The row at 34.896 Å³/atom looks wrong. It is the unstrained crystal of lead telluride, from which the other volumes were made by uniform squeezing or stretching, yet it carries a pressure of 0.62 GPa. The reason is a change of method. The cell was relaxed with the r2SCAN functional, while the pressure comes from PBE, which prefers a slightly roomier crystal. Interpolated between this row and the next, the PBE pressure vanishes at a cubic edge about half a percent longer.

Rocksalt PbTe at volumes made by uniform strain of the r2SCAN-relaxed cell, computed with Ansatz 0.2.0 using the PBE functional without spin–orbit coupling, PAW potentials, a 420 eV plane-wave cutoff, an 8×8×8 k mesh and Fermi–Dirac smearing of 0.02 eV. Pressure is positive in compression.

| volume (Å³/atom) | shortest distance (Å) | pressure (GPa) |
| --- | --- | --- |
| 29.384 | 3.086 | 11.040 |
| 29.515 | 3.090 | 10.680 |
| 31.849 | 3.170 | 5.250 |
| 32.844 | 3.202 | 3.490 |
| 33.086 | 3.210 | 3.100 |
| 34.896 | 3.268 | 0.620 |
| 35.954 | 3.301 | -0.540 |
| 37.032 | 3.333 | -1.530 |
| 38.132 | 3.366 | -2.390 |
| 39.220 | 3.398 | -3.100 |
| 40.919 | 3.446 | -4.000 |
| 41.246 | 3.455 | -4.140 |

That mismatch gives a scale worth remembering: near rest, one percent of volume costs this crystal about 0.4 GPa. The price doesn't stay constant. Squeezing the crystal by 17% in volume from its pressure-free state takes 11.04 GPa, whereas stretching it by 16% produces a tension of only 4.14 GPa, shown in the table as a negative pressure. The crystal resists being squeezed far more than being pulled apart.

The uneven steps down the pressure column need no separate cause. The pressure drops by 0.36 GPa between the first two rows and by 5.43 GPa between the second and the third, because the second step in volume is much the wider. Divided by the change in volume, the pressure drop shrinks in every interval, from about 2.7 to 0.4 GPa per Å³/atom. The rows lie on one smooth curve that flattens as the crystal expands.

The bend follows from what pressure is: the rate at which the energy falls when the volume grows. Two tendencies compete in that rate. Lead and tellurium attract each other through their opposite charges and through shared electrons, and this attraction changes gently with distance. Against it stands the repulsion of filled electron shells, which the Pauli principle forces into states of higher kinetic energy when they overlap. Since the overlap depends almost exponentially on distance, the repulsion rises much faster than the attraction as neighbours approach.

At rest the two balance. Under compression the repulsion runs ahead, and each further reduction in volume costs more than the last. Under expansion the repulsion fades and leaves the attraction to pull the crystal together, but that pull also weakens with distance. The tension therefore still grows up to the last row, by ever less for each added Å³.

The computed energies fit this picture. The kinetic energy of the smooth part of the electron waves falls by about 0.49 eV for each Å³ added between 29.515 and 34.896 Å³/atom, but by only 0.25 eV between 39.220 and 40.919. An outward push that fades with expansion would do just that. The support is indirect, since the kinetic energy is one of several terms whose changes with volume nearly cancel in the total, and the division into repulsion and attraction remains a theoretical argument.

How much the bend matters can be seen by leaving it out. The bulk modulus $B=-V\,dP/dV$ measures the stiffness, where $P$ is the pressure and $V$ the volume. If $B$ were constant, integration from the pressure-free volume $V_0$ would give

$$P=B\ln\frac{V_0}{V}.$$

The two rows on either side of zero pressure supply $B=38.8$ GPa and $V_0=35.46$ Å³/atom. For the densest row, which played no part in setting these values, the estimate is

$$P=38.8\ \text{GPa}\times\ln\frac{35.46}{29.384}\approx 7.3\ \text{GPa}.$$

This is about a third below the computed pressure. At the most expanded row the same formula errs the other way and gives a tension of 5.9 GPa, about 40% more than computed. A single bulk modulus thus gives the right order of magnitude throughout, but makes the squeezed crystal too soft and the stretched one too stiff. The printed output after the text gives the stiffness in three regions: about 72 GPa among the three densest rows, 39 GPa near rest and 21 GPa among the three most expanded. Losing about a seventh of the volume nearly doubles the stiffness, and gaining as much nearly halves it.

For practical use, both ends need care. Real lead telluride is known to leave the rocksalt structure under a pressure of several gigapascals, so the two densest rows probably describe a crystal held in a structure that it would tend to abandon. These rows also have small band gaps computed without spin-orbit coupling, which is strong in such heavy atoms. Including it would alter the gaps considerably; the pressures are expected to change much less, though this wasn't computed. At the other end, stretching is known to soften the vibration in which lead and tellurium shift against each other. The atoms here stay on their symmetric sites, so any lasting off-centre shift, and its effect on the tension, is left out.

Lead sulfide, with the same structure and a smaller anion, makes a useful comparison. Its atoms sit closer together and it is known to be stiffer, so its curve would cross zero at a smaller volume and more steeply. The bend would have the same sense, because there too a steep repulsion works against a gentler attraction.

Printed output of the fit:

```
Steps from the row before:
     row  volume step (A3/atom)  pressure step (GPa)  GPa per A3/atom  mean pressure (GPa)  pressure from energies (GPa)
  29.515                  0.131                -0.36           -2.748                10.86                         10.89
  31.849                  2.334                -5.43           -2.326                7.965                         7.791
  32.844                  0.995                -1.76           -1.769                 4.37                         4.348
  33.086                  0.242                -0.39           -1.612                3.295                         3.277
  34.896                   1.81                -2.48            -1.37                 1.86                         1.801
  35.954                  1.058                -1.16           -1.096                 0.04                       0.03029
  37.032                  1.078                -0.99          -0.9184               -1.035                        -1.055
  38.132                    1.1                -0.86          -0.7818                -1.96                        -1.974
   39.22                  1.088                -0.71          -0.6526               -2.745                        -2.754
  40.919                  1.699                 -0.9          -0.5297                -3.55                        -3.574
  41.246                  0.327                -0.14          -0.4281                -4.07                        -4.067
Interpolated volume at zero pressure (A3/atom): 35.46
Cubic edge at zero pressure (A): 6.571
Excess of that edge over the unstrained r2SCAN edge (%): 0.5373
Volume change to the densest row (%): -17.14
Volume change to the most expanded row (%): 16.31
Greatest pressure over greatest tension (ratio): 2.667
Lengthening of the shortest contact over the series (%): 11.96
Bulk modulus, three densest rows (GPa): 71.91
Bulk modulus around zero pressure (GPa): 38.84
Bulk modulus, three most expanded rows (GPa): 20.65
Constant-stiffness estimate at the densest row (GPa): 7.302
Constant-stiffness estimate at the most expanded row (GPa): -5.869
Energy of the densest row above the lowest row (eV per cell): 0.3498
Energy of the most expanded row above the lowest row (eV per cell): 0.1711
Fall of smooth kinetic energy, second row to unstrained row (eV per A3): 0.4908
Fall of smooth kinetic energy, tenth to eleventh row (eV per A3): 0.2526
```
